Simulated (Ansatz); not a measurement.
# ZnS: zone-centre modes at 25 GPa

Method: DFT PBE, scalar-relativistic, plane waves, PAW (Ansatz). Settings: 420 eV plane-wave cutoff, Γ-centred 10×10×10 mesh, fixed occupations. No spin polarisation. Phonons by linear response, acoustic sum rule imposed.

The cell, relaxed at 25 GPa:
```yaml
crystal:
  lattice:
    - [0.00000, 2.52882, 2.52882]
    - [2.52882, 0.00000, 2.52882]
    - [2.52882, 2.52882, 0.00000]
  atoms:
    - { symbol: Zn, position: [0.00000, 0.00000, 0.00000] }
    - { symbol: S, position: [0.75000, 0.75000, 0.75000] }
```

The real crystal has changed phase below this pressure.

Optical modes at Γ (transverse, no macroscopic field); i marks an imaginary frequency:
| frequency (THz) | degeneracy | IR intensity of the level ((D/Å)²/amu) |
| --- | --- | --- |
| 11.21 | 3 | 9.42 |

All 3 optical modes at Γ are real: no displacement of atoms at fixed cell lowers the energy to second order. Strains and modes at other wave vectors aren't tested by this run.

```
Electronic dielectric constant ε∞ (principal values) : 6.03
Static dielectric constant ε0 (principal values)     : 7.5
Refractive index √ε∞, mean                           : 2.46
Kohn–Sham gap on the mesh                            : 2.87 eV
Cost                                                 : 73 s on 1 thread of Arm Neoverse V1 (shared host), peak memory 0.57 GiB
```

Born effective charges (e):
| atom | Z*xx | Z*yy | Z*zz | mean |
| --- | --- | --- | --- | --- |
| Zn (atom 1) | 1.71 | 1.71 | 1.71 | 1.71 |
| S (atom 2) | -1.71 | -1.71 | -1.71 | -1.71 |